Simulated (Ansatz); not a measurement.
La, DFT, PBE, PAW with Ansatz's default frozen-core files, scalar-relativistic (Ansatz 0.2.0), run on 1 thread of Arm Neoverse V1 on a shared host.

The cell is COD entry 9008503, as deposited and not checked against the literature; nothing was relaxed. It differs from other determinations. The listed cell was then made from it by scaling, straining or moving an atom.

Command: `ansatz run input.yaml --threads 1 --pin off --max-ram 2048MiB --backend cpu --events-out ev --progress --plain --runs-dir out`

```yaml
crystal:
  lattice:
    - [3.6864304128, 0.0, 0.0]
    - [-1.8432152063, 3.1925423867, 0.0]
    - [0.0, 0.0, 5.967098765]
  atoms:
    - { symbol: La, position: [0.3333333333, 0.6666666667, 0.25] }
    - { symbol: La, position: [0.6666666667, 0.3333333333, 0.75] }
kpoints:
  mp_grid: { grid: [11, 11, 6] }
scf:
  occupations: { method: fermi_dirac, width: 0.05 }
hamiltonian:
  xc: pbe
  pseudopotentials: { kind: paw }
output:
  forces: true
  stress: true
  eigenvalues: true
  efg: { contact_densities: true }
```

Problem. How large is the problem that the program sets up?

Solution. 64 irreducible k-points, 1387 plane waves at Γ, 15 bands.

Problem. About how long does it take, and how much memory does it use?

Solution. 5.6 s of wall time for 6 SCF iterations, with a peak of 0.41 GiB. Times on shared machines scatter by tens of per cent.

Problem. And the same cell and mesh by full-potential LAPW, asked for forces, stress, eigenvalues, on the same hardware?

Solution. 21 s, peak memory 0.38 GiB.

Problem. And the same cell and mesh by crystal-made all-electron datasets, asked for forces, stress, eigenvalues, efg, on the same hardware?

Solution. 17 s, peak memory 0.56 GiB.
